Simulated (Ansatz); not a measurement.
Defect calculation, host MoS2

Method: DFT PBE+D3(BJ), scalar-relativistic, plane waves, PAW in Ansatz 0.2.0. Settings: 420 eV cutoff, 3×3×2 k-mesh, shifted by half a step, Gaussian smearing of 0.01 eV, collinear spin.

Host crystal, relaxed:

```cif
data_structure
_symmetry_space_group_name_H-M 'P 1'
_symmetry_Int_Tables_number 1
_cell_length_a 3.1493
_cell_length_b 3.1493
_cell_length_c 12.0939
_cell_angle_alpha 90.000
_cell_angle_beta 90.000
_cell_angle_gamma 120.000
_cell_volume 103.88
loop_
_atom_site_label
_atom_site_type_symbol
_atom_site_fract_x
_atom_site_fract_y
_atom_site_fract_z
_atom_site_occupancy
Mo1 Mo 0.66667 0.33333 0.24978 1
Mo2 Mo 0.33333 0.66667 0.75022 1
S1 S 0.33333 0.66667 0.37926 1
S2 S 0.66667 0.33333 0.87969 1
S3 S 0.33333 0.66667 0.12031 1
S4 S 0.66667 0.33333 0.62074 1
```

Supercell of 24 atoms, rows in host cell vectors: 0 -2 0; -2 0 0; 0 0 -1. Atoms relax at the host's cell, keeping the symmetry that the supercell leaves at the site. The cell is small, so energies carry finite-size errors of tenths of an eV. The host's Kohn–Sham gap is 0.77 eV. Atoms are taken from and returned to the elements' standard states. Charged cells are corrected for image charges with the computed static dielectric tensor (mean 12.9) and aligned with the host's potential at far atoms (alignment terms reach 1.43 eV; the program doubts the alignment in some charges, where it is up to 1.43 eV). No band-filling term is added, and the Fermi level counts from the host's valence band top.

Starting moments were lost in some runs.

The defect is an interstitial at (0.000, 0.000, 0.308) of the host cell.

```json
{"charge": "+3", "E_f at the valence band top (eV)": "1.81", "over the neutral state (eV)": "-2.46", "moment (μB)": "3.22", "largest move (Å)": "2.20", "atoms near the site": "6 S at 2.43 Å"}
{"charge": "+2", "E_f at the valence band top (eV)": "2.61", "over the neutral state (eV)": "-1.66", "moment (μB)": "3.78", "largest move (Å)": "2.21", "atoms near the site": "3 S at 2.42 Å, 3 S at 2.43 Å"}
{"charge": "+1", "E_f at the valence band top (eV)": "3.41", "over the neutral state (eV)": "-0.86", "moment (μB)": "2.78", "largest move (Å)": "2.26", "atoms near the site": "6 S at 2.41 Å"}
{"charge": "0", "E_f at the valence band top (eV)": "4.26", "over the neutral state (eV)": "0.00", "moment (μB)": "0.00", "largest move (Å)": "1.75", "atoms near the site": "3 S at 2.22 Å, 3 S at 2.68 Å"}
```

Among the charges computed the stable one is +3 at the valence band top and stays so across the gap. In charge +3, +2, +1 the cell has partly filled bands: a level of the defect may be part filled, the carrier may sit in the host's bands, or levels may cross between the k points, so transitions that involve it are doubtful. Other sites of the defect weren't tried. Fractional moments come from partly filled bands of the small cell.

(1) Which element is it? Judge by the nearest distance in charge 0 and covalent radii.
A. O
B. Ba
C. Hf
D. K
E. Mo

Results:

(1) E. The nearest neighbour is S at 2.22 Å, and the summed covalent radii with S are 3.20 Å for Ba, 2.80 Å for Hf, 3.08 Å for K, 2.59 Å for Mo, 1.71 Å for O, so Mo fits best. Bonds can miss such sums by a tenth of an ångström or more.